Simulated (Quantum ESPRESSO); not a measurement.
## TiAl in Quantum ESPRESSO: the effect of functional

Crystal: TiAl.

```
Ti Al
1.0
     3.17906    0.00000    0.00000
     0.00000    3.17906    0.00000
     0.00000    0.00000    3.17906
Ti Al
1 1
Direct
  0.00000 0.00000 0.00000
  0.50000 0.50000 0.50000
```

The cell comes from a database or a generator and needn't be the stable form of this composition.

Alike in all runs:

| Property | Result |
| --- | --- |
| Program | Quantum ESPRESSO 7.5 |
| Task | phonons |
| Cutoff | 612 eV |
| Density cutoff | 4898 eV |
| k mesh | 8 × 8 × 8 |
| Occupations | cold, width 0.2 eV |
| Spin | no spin polarisation |

Each run relaxes the cell or the atoms first.

| functional | potentials or basis | relaxed volume (Å³/atom) | highest phonon frequency (cm⁻¹) |
| --- | --- | --- | --- |
| LDA | GBRV 1.5 LDA | 15.26 | 329 |
| PBEsol | GBRV 1.5 PBEsol | 15.72 | 324 |
| revPBE | GBRV 1.5 PBE | 16.43 | 308 |
| BLYP | GBRV 1.5 PBE | 16.65 | 282 |
| AM05 | GBRV 1.5 PBE | ? | ? |
| vdW-DF-cx | GBRV 1.5 PBE | 15.80 | 322 |

**Question.** What does the run with functional AM05 give?

**Answer.** Relaxed volume 15.72 Å³/atom; highest phonon frequency 329 cm⁻¹.

Caveats: the mesh is thin for the phonons of a metal; the potentials were made for another functional, which shifts forces and pressure (some runs); before the sum rule the acoustic modes lie tens of cm⁻¹ from zero, a sign that the density grid also shifts the optical modes (some runs).

Runs at the PBE level aren't shown here.
